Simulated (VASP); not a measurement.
# Fe (Im-3m) in VASP: notebook

One crystal, Fe, is run at these levels: PBE, PBEsol; tasks: equation of state.

All numbers are computed with VASP 6.6.1; they aren't measurements. Logs are shortened: lines on timing, memory, paths and dates and some standing lists are left out, and cuts for length are marked.

## 1. The structure

Symmetry: Im-3m, No. 229, cubic system. The conventional cell has a = 2.886 Å, b = 2.886 Å, c = 2.886 Å, α = 90.00°, β = 90.00°, γ = 90.00°. Fe (site symmetry m-3m) is surrounded by 8 Fe at 2.50 Å.

## 2. Equation of state, PBE, collinear spin, ferromagnetic start, 11.30 Å³/atom (volume scaled by 0.94)

File INCAR:

```
SYSTEM = Fe
PREC = Accurate ; ENCUT = 520
EDIFF = 1E-7 ; ISMEAR = -1
SIGMA = 0.05 ; LREAL = .False.
LASPH = .True. ; NELM = 120
ALGO = Normal ; ISIF = 2
LWAVE = .False. ; LCHARG = .False.
ISPIN = 2 ; MAGMOM = 3
LORBIT = 11 ; LMAXMIX = 4
GGA = PE ; NBANDS = 14
```

File KPOINTS:

```
Automatic mesh
0
Gamma
  13 13 13
  0 0 0
```

File POSCAR:

```
Fe
1.0
   -1.4135427549      1.4135427549      1.4135427549
    1.4135427549     -1.4135427549      1.4135427549
    1.4135427549      1.4135427549     -1.4135427549
Fe
1
Direct
    0.0000000000      0.0000000000      0.0000000000
```

Potentials or basis: VASP PAW PBE potentials, release 64 (Fe).

On the command line:

```console
> cat potpaw_PBE.64/Fe/POTCAR > POTCAR
> mpirun -np 1 vasp_std > vasp.out
```

OUTCAR:

```text
SYSTEM = Fe
   PREC = Accurate
   ENCUT = 520
   EDIFF = 1E-7
   ISMEAR = -1
   LREAL = .False.
   LASPH = .True.
   NELM = 120
   ISIF = 2
   ISPIN = 2
   LORBIT = 11
   GGA = PE

 ion  position               nearest neighbor table
   1  0.000  0.000  0.000-

  LATTYP: Found a body centered cubic cell.
 ALAT       =     2.8270855098

  Lattice vectors:

 A1 = (  -1.4135427549,   1.4135427549,   1.4135427549)
 A2 = (   1.4135427549,  -1.4135427549,   1.4135427549)
 A3 = (   1.4135427549,   1.4135427549,  -1.4135427549)

Analysis of symmetry for initial positions (statically):
=====================================================================
 Subroutine PRICEL returns:
 Original cell was already a primitive cell.

 Routine SETGRP: Setting up the symmetry group for a
 body centered cubic supercell.

 Subroutine GETGRP returns: Found 48 space group operations
 (whereof 48 operations were pure point group operations)
 out of a pool of 48 trial point group operations.

The static configuration has the point symmetry O_h .

Analysis of symmetry for dynamics (positions and initial velocities):
=====================================================================
 Subroutine PRICEL returns:
 Original cell was already a primitive cell.

 Routine SETGRP: Setting up the symmetry group for a
 body centered cubic supercell.

 Subroutine GETGRP returns: Found 48 space group operations
 (whereof 48 operations were pure point group operations)
 out of a pool of 48 trial point group operations.

The dynamic configuration has the point symmetry O_h .

Analysis of structural, dynamic, and magnetic symmetry:
=====================================================================
 Subroutine PRICEL returns:
 Original cell was already a primitive cell.

 Routine SETGRP: Setting up the symmetry group for a
 body centered cubic supercell.

 Subroutine GETGRP returns: Found 48 space group operations
 (whereof 48 operations were pure point group operations)
 out of a pool of 48 trial point group operations.

The overall configuration has the point symmetry O_h .

 Subroutine INISYM returns: Found 48 space group operations
 (whereof 48 operations are pure point group operations),
 and found     1 'primitive' translations

----------------------------------------------------------------------------------------

                                     Primitive cell

  volume of cell :      11.2976

  direct lattice vectors                    reciprocal lattice vectors
    -1.413542755  1.413542755  1.413542755     0.000000000  0.353721172  0.353721172
     1.413542755 -1.413542755  1.413542755     0.353721172  0.000000000  0.353721172
     1.413542755  1.413542755 -1.413542755     0.353721172  0.353721172  0.000000000

  length of vectors
     2.448327870  2.448327870  2.448327870     0.500237279  0.500237279  0.500237279

  position of ions in fractional coordinates (direct lattice)
     0.000000000  0.000000000  0.000000000

  ion indices of the primitive-cell ions
   primitive index   ion index
                 1           1

----------------------------------------------------------------------------------------

 KPOINTS: Automatic mesh

Automatic generation of k-mesh.
 Grid dimensions read from file:
 generate k-points for:   13   13   13

 Generating k-lattice:

  Cartesian coordinates                     Fractional coordinates (reciprocal lattice)
     0.000000000  0.027209321  0.027209321     0.076923077  0.000000000  0.000000000
     0.027209321  0.000000000  0.027209321     0.000000000  0.076923077  0.000000000
     0.027209321  0.027209321  0.000000000     0.000000000  0.000000000  0.076923077

  Length of vectors
     0.038479791  0.038479791  0.038479791

  Shift w.r.t. Gamma in fractional coordinates (k-lattice)
     0.000000000  0.000000000  0.000000000

 Subroutine IBZKPT returns following result:
 ===========================================

 Found     84 irreducible k-points:

 Following reciprocal coordinates:
            Coordinates               Weight
  0.000000  0.000000  0.000000      1.000000
  0.076923  0.000000  0.000000     12.000000
  0.153846  0.000000  0.000000     12.000000
  0.230769  0.000000  0.000000     12.000000
  0.307692  0.000000  0.000000     12.000000
  0.384615  0.000000  0.000000     12.000000
[... 42 lines left out ...]
 -0.384615 -0.384615  0.076923     24.000000
  0.153846  0.153846  0.153846      8.000000
 [... further k-points ...]
   k-points           NKPTS =     84   k-points in BZ     NKDIM =     84   number of bands    NBANDS=     14
   number of dos      NEDOS =    301   number of ions     NIONS =      1
   total plane-waves  NPLWV =   5832
   dimension x,y,z NGX =    18 NGY =   18 NGZ =   18
   dimension x,y,z NGXF=    36 NGYF=   36 NGZF=   36
   ions per type =               1
   NGX,Y,Z   is equivalent  to a cutoff of  12.22, 12.22, 12.22 a.u.
   NGXF,Y,Z  is equivalent  to a cutoff of  24.44, 24.44, 24.44 a.u.
 SYSTEM =  Fe
   PREC   = accura    normal or accurate (medium, high low for compatibility)
   ISTART =      0    job   : 0-new  1-cont  2-samecut
   ICHARG =      2    charge: 1-file 2-atom 10-const
   ISPIN  =      2    spin polarized calculation?
   LNONCOLLINEAR =      F non collinear calculations
   LSORBIT =      F    spin-orbit coupling
   LASPH  =      T    aspherical Exc in radial PAW
   ENCUT  =  520.0 eV  38.22 Ry    6.18 a.u.   4.55  4.55  4.55*2*pi/ulx,y,z
   NELM   =    120;   NELMIN=  2; NELMDL= -5     # of ELM steps
   EDIFF  = 0.1E-06   stopping-criterion for ELM
   LREAL  =      F    real-space projection
   EDIFFG = 0.1E-05   stopping-criterion for IOM
   NSW    =      0    number of steps for IOM
   IBRION =     -1    ionic relax: 0-MD 1-quasi-New 2-CG
   NFREE  =      0    steps in history (QN), initial steepest desc. (CG)
   ISIF   =      2    stress and relaxation
   ISYM   =      2    0-nonsym 1-usesym 2-fastsym
   POTIM  = 0.5000    time-step for ionic-motion
   TEBEG  =    0.0;   TEEND  =   0.0 temperature during run
   PSTRESS=    0.0 pullay stress
   NELECT =       8.0000    total number of electrons
   NUPDOWN=      -1.0000    fix difference up-down
   EMIN   =  10.00;   EMAX   =-10.00  energy-range for DOS
   EFERMI =   0.00;   METHOD = LEGACY
   ISMEAR =    -1;   SIGMA  =   0.05  broadening in eV -4-tet -1-fermi 0-gaus
   EFERMI_NEDOS =   21; number of points for ismear=-14 and -15
   IALGO  =     38    algorithm
   IMIX   =      4    mixing-type and parameters
     AMIX     =   0.40;   BMIX     =  1.00
     AMIX_MAG =   1.60;   BMIX_MAG =  1.00
  volume/ion in A,a.u.               =      11.30        76.24
  Fermi-wavevector in a.u.,A,eV,Ry     =   1.459181  2.757453 28.969656  2.129210
  Thomas-Fermi vector in A             =   2.575778
   LORBIT       =     11    0 simple, 1 ext, 2 COOP (PROOUT), +10 PAW based schemes
   GGA     = PE    functional components
   LHFCALC =     F    Hartree Fock is set to
   AEXX    =    0.0000 exact exchange contribution
   IVDW    =     0    specifies the selected vdW correction
   LEPSILON=     F    determine dielectric tensor
   LRPA    =     F    only Hartree local field effects (RPA)
 spin polarized calculation
  energy-cutoff  :      520.00
  volume of cell :       11.30
 maximum number of plane-waves:       321
   NGX =  9   NGY =  9   NGZ =  9

 number of electron       8.0000009 magnetization       2.1290062

 Free energy of the ion-electron system (eV)
  ---------------------------------------------------
  ext. energy  EPLUGINS =         0.00000000
  ---------------------------------------------------
  free energy    TOTEN  =        -8.24455650 eV

  energy without entropy =       -8.23574724  energy(sigma->0) =       -8.24015187

 E-fermi :   5.8878     XC(G=0): -13.1502

 val. band max:        5.8862205284   @ k =  -0.3846   0.4615   0.3077
 cond. band min:       5.8880525101   @ k =  -0.3846   0.4615   0.1538
 fundamental gap:      0.0018319817
 Fermi energy:         5.8877955259

 spin component 1

 k-point     1 :       0.0000    0.0000    0.0000
  band No.  band energies     occupation
      1      -2.5780      1.00000
      2       3.5892      1.00000
      3       3.5892      1.00000
      4       3.5892      1.00000
      5       4.7901      1.00000
      6       4.7901      1.00000
      7      30.9630      0.00000
      8      30.9630      0.00000
      9      30.9630      0.00000
     10      36.0772      0.00000
     11      36.0772      0.00000
     12      38.4256      0.00000
     13      38.4256      0.00000
     14      38.4256      0.00000
[... 649 lines left out ...]
      1       1.0358      1.00000
      2       2.7741      1.00000
      3       3.8444      1.00000
      4       4.7621      1.00000
      5       5.8787      0.54537
      6       5.9084      0.39859
      7      16.0475      0.00000
      8      24.6993      0.00000
      9      25.4659      0.00000
     10      31.4724      0.00000
     11      33.6333      0.00000
     12      36.7679      0.00000
     13      44.2503      0.00000
     14      48.6379      0.00000

 [... further k-points ...]

 spin component 2

 k-point     1 :       0.0000    0.0000    0.0000
  band No.  band energies     occupation
      1      -2.4242      1.00000
      2       5.4243      0.99991
      3       5.4244      0.99991
      4       5.4245      0.99991
      5       7.5139      0.00000
      6       7.5140      0.00000
      7      30.7043      0.00000
      8      30.7043      0.00000
      9      30.7043      0.00000
     10      36.2760      0.00000
     11      36.2760      0.00000
     12      39.0419      0.00000
     13      39.0419      0.00000
     14      39.0419      0.00000
[... 649 lines left out ...]
      1       1.9849      1.00000
      2       4.4464      1.00000
      3       5.2460      1.00000
      4       7.1025      0.00000
      5       7.9530      0.00000
      6       8.0952      0.00000
      7      17.0236      0.00000
      8      24.8690      0.00000
      9      26.0316      0.00000
     10      31.9135      0.00000
     11      34.1779      0.00000
     12      37.0172      0.00000
     13      44.6504      0.00000
     14      49.1144      0.00000

 [... further k-points ...]

------------------------ aborting loop because EDIFF is reached ----------------------------------------

 total charge

# of ion       s       p       d       tot
------------------------------------------
    1        0.490   0.546   6.244   7.279

 magnetization (x)

# of ion       s       p       d       tot
------------------------------------------
    1       -0.013  -0.058   2.198   2.127

  FORCE on cell =-STRESS in cart. coord.  units (eV):
  Direction    XX          YY          ZZ          XY          YZ          ZX
  --------------------------------------------------------------------------------------
  -------------------------------------------------------------------------------------
  Total       -0.0004056     -0.0004056     -0.0004056      0.0000000      0.0000000      0.0000000
  in kB       -0.0575216     -0.0575216     -0.0575216      0.0000000      0.0000000      0.0000000
  external PRESSURE =      -0.0575216 kB  Pullay stress =       0.0000000 kB

 VOLUME and BASIS-vectors are now :
 -----------------------------------------------------------------------------
  energy-cutoff  :      520.00
  volume of cell :       11.30
      direct lattice vectors                 reciprocal lattice vectors
    -1.413542755  1.413542755  1.413542755     0.000000000  0.353721172  0.353721172
     1.413542755 -1.413542755  1.413542755     0.353721172  0.000000000  0.353721172
     1.413542755  1.413542755 -1.413542755     0.353721172  0.353721172  0.000000000

 POSITION                                       TOTAL-FORCE (eV/Angst)
 -----------------------------------------------------------------------------------
      0.00000      0.00000      0.00000        -0.000000      0.000000      0.000000
 -----------------------------------------------------------------------------------
    total drift:                                0.000000     -0.000000      0.000000

  FREE ENERGIE OF THE ION-ELECTRON SYSTEM (eV)
  ---------------------------------------------------
  free  energy   TOTEN  =        -8.2445565042 eV

  energy  without entropy=       -8.2357472353  energy(sigma->0) =       -8.24015187

 total charge

# of ion       s       p       d       tot
------------------------------------------
    1        0.490   0.546   6.244   7.279

 magnetization (x)

# of ion       s       p       d       tot
------------------------------------------
    1       -0.013  -0.058   2.198   2.127
```

Wall time 54 s (1 thread of AMD EPYC 7R43 (Zen 3), shared host); peak memory 0.1 GiB.

What came out:

```
Free energy                                           : -8.2446 eV
Pressure                                              : 0.0 GPa
Band gap on the k mesh                                : none (metal or under the smearing width)
Net moment                                            : 2.13 μB per cell
Site moments                                          : Fe +2.13 μB
Valence electrons inside the program's atomic spheres : Fe 7.28
```

## 3. Equation of state, PBE, collinear spin, ferromagnetic start, 11.54 Å³/atom (volume scaled by 0.96)

File INCAR:

```
PREC = Accurate ; ENCUT = 520
EDIFF = 1E-7 ; ISMEAR = -1
SIGMA = 0.05 ; LREAL = False
LASPH = True ; NELM = 100
ALGO = Normal ; ISIF = 2
LWAVE = False ; LCHARG = False
ISPIN = 2 ; MAGMOM = 3
LORBIT = 11 ; LMAXMIX = 4
GGA = PE ; NBANDS = 14
```

File KPOINTS:

```
regular mesh
0
Gamma
  13 13 13
```

File POSCAR:

```
Fe
1.0
   -1.4234976093      1.4234976093      1.4234976093
    1.4234976093     -1.4234976093      1.4234976093
    1.4234976093      1.4234976093     -1.4234976093
Fe
1
Direct
    0.0000000000      0.0000000000      0.0000000000
```

Potentials or basis: VASP PAW PBE potentials, release 64 (Fe).

On the command line:

```console
> cat potpaw_PBE.64/Fe/POTCAR > POTCAR
> mpirun -np 1 vasp_std > vasp.out
```

Run time: 47 s. Hardware: 1 thread of AMD EPYC 7R43 (Zen 3), shared host; peak memory 0.1 GiB.

Results (log left out):

| Item | Value |
| --- | --- |
| Free energy | -8.2416 eV |
| Pressure | -3.8 GPa |
| Band gap on the k mesh | none (metal or under the smearing width) |
| Net moment | 2.16 μB per cell |
| Site moments | Fe +2.17 μB |
| Valence electrons inside the program's atomic spheres | Fe 7.24 |

## 4. Equation of state, PBE, collinear spin, ferromagnetic start, 11.78 Å³/atom (volume scaled by 0.98)

File INCAR:

```
ALGO = Normal
EDIFF = 1E-7
ENCUT = 520
GGA = PE
ISIF = 2
ISMEAR = -1
ISPIN = 2
LASPH = True
LCHARG = False
LMAXMIX = 4
LORBIT = 11
LREAL = False
LWAVE = False
MAGMOM = 3
NBANDS = 14
NELM = 100
PREC = Accurate
SIGMA = 0.05
```

File KPOINTS:

```
k-points
0
Gamma
  13 13 13
```

File POSCAR:

```
Fe
1.0
   -1.4333151444      1.4333151444      1.4333151444
    1.4333151444     -1.4333151444      1.4333151444
    1.4333151444      1.4333151444     -1.4333151444
Fe
1
Direct
    0.0000000000      0.0000000000      0.0000000000
```

On the command line:

```console
> cat potpaw_PBE.64/Fe/POTCAR > POTCAR
> mpirun -np 1 vasp_std > vasp.out
```

Wall time 35 s (1 thread of AMD EPYC 7R43 (Zen 3), shared host); peak memory 0.1 GiB.

Results (log left out):

* Free energy: -8.2334 eV
* Pressure: -6.9 GPa
* Band gap on the k mesh: none (metal or under the smearing width)
* Net moment: 2.21 μB per cell
* Site moments: Fe +2.22 μB
* Valence electrons inside the program's atomic spheres: Fe 7.20

## 5. Equation of state, PBE, collinear spin, ferromagnetic start, 12.26 Å³/atom (volume scaled by 1.02)

File INCAR:

```
SYSTEM = Fe
ALGO = Normal
EDIFF = 1E-7
ENCUT = 520
GGA = PE
ISIF = 2
ISMEAR = -1
ISPIN = 2
LASPH = .TRUE.
LCHARG = .FALSE.
LMAXMIX = 4
LORBIT = 11
LREAL = .FALSE.
LWAVE = .FALSE.
MAGMOM = 3
NBANDS = 14
NELM = 100
PREC = Accurate
SIGMA = 0.05
```

File KPOINTS:

```
k-points
0
G
  13 13 13
  0 0 0
```

File POSCAR:

```
Fe
1.0
   -1.4525565699      1.4525565699      1.4525565699
    1.4525565699     -1.4525565699      1.4525565699
    1.4525565699      1.4525565699     -1.4525565699
Fe
1
Direct
    0.0000000000      0.0000000000      0.0000000000
```

On the command line:

```console
> cat potpaw_PBE.64/Fe/POTCAR > POTCAR
> mpirun -np 1 vasp_std > vasp.out
```

It took 50 s on 1 thread of AMD EPYC 7R43 (Zen 3), shared host; peak memory 0.11 GiB.

It converged, with:

| Quantity | Value |
| --- | --- |
| Free energy | -8.2063 eV |
| Pressure | -11.0 GPa |
| Band gap on the k mesh | none (metal or under the smearing width) |
| Net moment | 2.36 μB per cell |
| Site moments | Fe +2.37 μB |
| Valence electrons inside the program's atomic spheres | Fe 7.12 |

## 6. Equation of state, PBE, collinear spin, ferromagnetic start, 12.50 Å³/atom (volume scaled by 1.04)

File INCAR:

```
SYSTEM = Fe
PREC = Accurate
ENCUT = 520
EDIFF = 1E-7
ISMEAR = -1
SIGMA = 0.05
LREAL = .FALSE.
LASPH = .TRUE.
NELM = 120
ALGO = Normal
ISIF = 2
LWAVE = .FALSE.
LCHARG = .FALSE.
ISPIN = 2
MAGMOM = 3
LORBIT = 11
LMAXMIX = 4
GGA = PE
NBANDS = 14
```

File KPOINTS:

```
regular mesh
0
G
  13 13 13
  0 0 0
```

File POSCAR:

```
Fe
1.0
   -1.4619890197      1.4619890197      1.4619890197
    1.4619890197     -1.4619890197      1.4619890197
    1.4619890197      1.4619890197     -1.4619890197
Fe
1
Direct
    0.0000000000      0.0000000000      0.0000000000
```

Potentials or basis: VASP PAW PBE potentials, release 64 (Fe).

On the command line:

```console
> cat potpaw_PBE.64/Fe/POTCAR > POTCAR
> mpirun -np 1 vasp_std > vasp.out
```

It took 61 s on 1 thread of AMD EPYC 7R43 (Zen 3), shared host; peak memory 0.1 GiB.

Results (log left out):

```
Free energy                                           : -8.1888 eV
Pressure                                              : -12.2 GPa
Band gap on the k mesh                                : none (metal or under the smearing width)
Net moment                                            : 2.44 μB per cell
Site moments                                          : Fe +2.46 μB
Valence electrons inside the program's atomic spheres : Fe 7.09
```

## 7. Equation of state, PBE, collinear spin, ferromagnetic start, 12.74 Å³/atom (volume scaled by 1.06)

File INCAR:

```
SYSTEM = Fe
ALGO = Normal
EDIFF = 1E-7
ENCUT = 520
GGA = PE
ISIF = 2
ISMEAR = -1
ISPIN = 2
LASPH = .True.
LCHARG = .False.
LMAXMIX = 4
LORBIT = 11
LREAL = .False.
LWAVE = .False.
MAGMOM = 3
NBANDS = 14
NELM = 100
PREC = Accurate
SIGMA = 0.05
```

File KPOINTS:

```
k-points
0
Gamma
  13 13 13
  0 0 0
```

File POSCAR:

```
Fe
1.0
   -1.4713013028      1.4713013028      1.4713013028
    1.4713013028     -1.4713013028      1.4713013028
    1.4713013028      1.4713013028     -1.4713013028
Fe
1
Direct
    0.0000000000      0.0000000000      0.0000000000
```

On the command line:

```console
> cat potpaw_PBE.64/Fe/POTCAR > POTCAR
> mpirun -np 1 vasp_std > vasp.out
```

Wall time 54 s (1 thread of AMD EPYC 7R43 (Zen 3), shared host); peak memory 0.11 GiB.

It converged, with:

| Quantity | Value |
| --- | --- |
| Free energy | -8.1701 eV |
| Pressure | -12.8 GPa |
| Band gap on the k mesh | none (metal or under the smearing width) |
| Net moment | 2.54 μB per cell |
| Site moments | Fe +2.56 μB |
| Valence electrons inside the program's atomic spheres | Fe 7.06 |

## 8. Equation of state, PBE, collinear spin, ferromagnetic start

No new run: the results of the series are fitted here.

What came out:

| Property | Result |
| --- | --- |
| Equilibrium volume | 11.30 Å³/atom (rough: see the caveat) |
| Bulk modulus | 203 GPa (rough) |

Energy against volume, from the lowest point:
```tsv
volume (Å³/atom)	energy (meV/atom)
11.298	0.00
11.538	2.97
11.778	11.11
12.019	23.15
12.259	38.24
12.499	55.77
12.740	74.45
```

Caveat: the fit is doubtful: noisy points or a state that changes with volume; the minimum lies outside the volumes run.

(Part 1 of 2 ends here.)
